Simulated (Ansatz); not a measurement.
Starting cell, BaSnO$_{3}$ (cubic perovskite):

```
BaSnO3
1.0
    4.17621     0.00000     0.00000
    0.00000     4.17621     0.00000
    0.00000     0.00000     4.17621
Ba Sn O
1 1 3
Direct
  0.00000   0.00000   0.00000
  0.50000   0.50000   0.50000
  0.00000   0.50000   0.50000
  0.50000   0.50000   0.00000
  0.50000   0.00000   0.50000
```

Scan: atom 5 (O, nearest neighbour Sn at 2.088 Å; its periodic images, 4.2 Å or more away, move with it) is displaced along Cartesian x, direction (1.000, 0.000, 0.000) in Cartesian axes, by s. The other atoms stay.

Method: PBE (plane waves to 420 eV, PAW, scalar-relativistic; Ansatz, a quantum-chemistry and plane-wave program). k mesh 7×7×7 (Γ-centred), Fermi-Dirac smearing 0.05 eV. E stands for the smeared free energy. BaSnO3 was relaxed with its symmetry unable to fall. The PAW data are Ansatz's earlier set. ΔE is measured from the undisplaced structure.

| s (Å) | ΔE (meV/cell) |
|---|---|
| -0.420 | 259.7 |
| -0.336 | 158.3 |
| -0.252 | 85.4 |
| -0.168 | withheld |
| -0.084 | 9.0 |
| 0.000 | 0.0 |
| 0.084 | 9.0 |
| 0.168 | withheld |
| 0.252 | 85.4 |
| 0.336 | 158.3 |
| 0.420 | 259.7 |

Task: Fit an even polynomial form (powers 2, 4) to the given rows and predict ΔE at s = -0.168.

Result: Least squares on the 9 given rows: ΔE = (1275)·s² + (1118)·s⁴, in meV/cell with s in Å; root-mean-square residual 0.07 meV/cell. At -0.168 the fit gives 36.9 meV/cell; the calculation gives 36.7 meV/cell, so the interpolation is off by 0.2 (+0.5 %). The quadratic term alone would give 36.0 meV/cell.

(A displaced cell: forces are minus the slopes of the energy, force constants its curvatures, and phonons follow from these.)
